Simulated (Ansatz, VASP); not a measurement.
TaN in VASP and in Ansatz

```
CELL_PARAMETERS angstrom
2.93800 0.00000 0.00000
-2.93800 5.08877 0.00000
0.00000 0.00000 2.88300
ATOMIC_POSITIONS crystal
Ta 0.33333 0.33333 0.50000
Ta 0.33333 0.83333 0.50000
N 0.00000 0.00000 0.00000
N 0.00000 0.50000 0.00000
```

Alike in both runs: task single point; functional PBEsol; k mesh 7 × 7 × 7; occupations gaussian, width 0.05 eV; collinear spin; Hubbard terms Ta d U = 8.0 eV, J = 0.5 eV.

```csv
,VASP,Ansatz
version,VASP 6.6.1,Ansatz 0.2.0
potentials or method,"VASP PAW PBE potentials, release 64 (Ta_pv, N)","scalar-relativistic, plane waves, PAW"
plane-wave cutoff (eV),520,420
valence electrons in the cell,32,36
```

Ansatz gave:

```
gap on the k mesh at the Fermi level (eV)       : 0.07
least direct gap on the mesh (eV)               : 0.07
pressure (GPa)                                  : 3.3
largest component of the traceless stress (GPa) : 4.22
rms of the force components (eV/Å)              : 0.007
net moment per atom (μB)                        : 0.00
```

**Question.** Which values does VASP return?

**Answer.** gap on the k mesh at the Fermi level (eV): 0.02; least direct gap on the mesh (eV): 0.02; pressure (GPa): 21.4; largest component of the traceless stress (GPa): 1.76; rms of the force components (eV/Å): 0.004; net moment per atom (μB): 0.00.

The programs project onto different local orbitals, so the same U acts differently. The two sets of potentials don't hold the same shells in valence. Ansatz warned: «anti_translation_declined».

Caveats: the PAW data sets were made with another functional, which shifts forces and pressure a little (VASP); spin-orbit coupling is left out, which moves the levels of the heavy elements; an odd mesh through Γ misses points on the zone boundary, where band edges often lie. The state reached can hang on the start; a lower one may exist.
